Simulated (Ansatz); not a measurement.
# SnO (zincblende type): the cost of one run

Method: DFT PBE, scalar-relativistic, in Ansatz 0.2.0.

**1. The starting structure**

The structure is cubic, space group F-43m (No. 216). The conventional cell has a = 5.475 Å, b = 5.475 Å, c = 5.475 Å, α = 90.00°, β = 90.00°, γ = 90.00°. Sn (site symmetry -43m) has 4 O at 2.37 Å as nearest neighbours. O (site symmetry -43m) is surrounded by 4 Sn at 2.37 Å.

Structure file:

```cif
data_structure
_symmetry_space_group_name_H-M 'P 1'
_symmetry_Int_Tables_number 1
_cell_length_a 3.8715
_cell_length_b 3.8715
_cell_length_c 3.8715
_cell_angle_alpha 60.000
_cell_angle_beta 60.000
_cell_angle_gamma 60.000
_cell_volume 41.03
loop_
_atom_site_label
_atom_site_type_symbol
_atom_site_fract_x
_atom_site_fract_y
_atom_site_fract_z
_atom_site_occupancy
Sn1 Sn 0.00000 0.00000 0.00000 1
O1 O 0.25000 0.25000 0.25000 1
```

The structure (zincblende type) was typed from a prototype and relaxed by PAW; whether it is the ground state wasn't tested.

Atoms are numbered in the order of the input: Sn1, O2.

**2. Volume × 0.96, LAPW**

The input, input.yaml:

```yaml
crystal:
  lattice:
    - [0.0, 2.7005951184, 2.7005951184]
    - [2.7005951184, 0.0, 2.7005951184]
    - [2.7005951184, 2.7005951184, 0.0]
  atoms:
    - { symbol: Sn, position: [0.0, 0.0, 0.0] }
    - { symbol: O, position: [0.25, 0.25, 0.25] }
kpoints:
  mp_grid: { grid: [12, 12, 12] }
scf:
  occupations: { method: fermi_dirac, width: 0.08 }
hamiltonian:
  xc: pbe
  pseudopotentials: { kind: all_electron, lapw: { basis_error: 0.001 } }
output:
  forces: true
  stress: true
  eigenvalues: true
```

Launch:

```bash
$ ansatz run input.yaml --threads 1 --pin off --max-ram 2048MiB --backend cpu --events-out ev --progress --plain --runs-dir out
```

What time and memory should one allow on 1 thread of Arm Neoverse V1, shared host?

About 28 s, with a peak of 0.35 GiB.
